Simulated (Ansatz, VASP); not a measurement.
CaO: VASP beside Ansatz

The input INCAR:

```
PREC = Accurate ; ENCUT = 520
EDIFF = 1E-6 ; ISMEAR = -1
SIGMA = 0.05 ; LREAL = False
LASPH = True ; NELM = 100
ALGO = Normal ; ISIF = 2
LWAVE = False ; LCHARG = False
GGA = RP ; NBANDS = 15
```

KPOINTS

```
Automatic mesh
0
Gamma
  10 10 10
```

File POSCAR:

```
CaO
1.0
    0.0000000000      2.4035556960      2.4035556960
    2.4035556960      0.0000000000      2.4035556960
    2.4035556960      2.4035556960      0.0000000000
Ca O
1 1
Direct
    0.0000000000      0.0000000000      0.0000000000
    0.5000000000      0.5000000000      0.5000000000
```

Contents of input.yaml:

```yaml
crystal:
  lattice:
    - [0.0, 2.403555696, 2.403555696]
    - [2.403555696, 0.0, 2.403555696]
    - [2.403555696, 2.403555696, 0.0]
  atoms:
    - { symbol: Ca, position: [0.0, 0.0, 0.0] }
    - { symbol: O, position: [0.5, 0.5, 0.5] }
kpoints:
  mp_grid: { grid: [10, 10, 10] }
  band_path:
    path:
      - [0.0, 0.0, 0.0]
      - [0.5, 0.0, 0.5]
      - [0.5, 0.25, 0.75]
      - [0.375, 0.375, 0.75]
      - [0.0, 0.0, 0.0]
      - [0.5, 0.5, 0.5]
      - [0.625, 0.25, 0.625]
      - [0.5, 0.25, 0.75]
    npoints: 8
scf:
  occupations: { method: fermi_dirac, width: 0.05 }
hamiltonian:
  xc: rpbe
  pseudopotentials: { kind: all_electron, lapw: { basis_error: 0.001 } }
output:
  forces: true
  stress: true
  eigenvalues: true
```

The cell is a database's computed one.

Alike in both runs: functional RPBE; k mesh 10 × 10 × 10; occupations fermi-dirac, width 0.05 eV; no spin polarisation.

```csv
,VASP,Ansatz
version,VASP 6.6.1,Ansatz 0.2.0
potentials or method,"VASP PAW PBE potentials, release 64 (Ca_sv, O)","all-electron LAPW, scalar-relativistic"
plane-wave cutoff (eV),520,see its input
task,single point,band structure
```

Ansatz gave:

* gap on the k mesh at the Fermi level (eV): 3.76
* least direct gap on the mesh (eV): 4.13
* pressure (GPa): 5.4

Question: Estimate VASP's values.

Answer: gap on the k mesh at the Fermi level (eV): 3.74; least direct gap on the mesh (eV): 4.12; pressure (GPa): 6.0.

Ansatz ran all-electron here, so the differences hold the error of VASP's frozen core and of both bases.

Caveats: the PAW data sets were made with another functional, which shifts forces and pressure a little (VASP). Expect the measured gap to be larger: semilocal functionals such as RPBE lack the derivative discontinuity. A k mesh can miss the band edges.
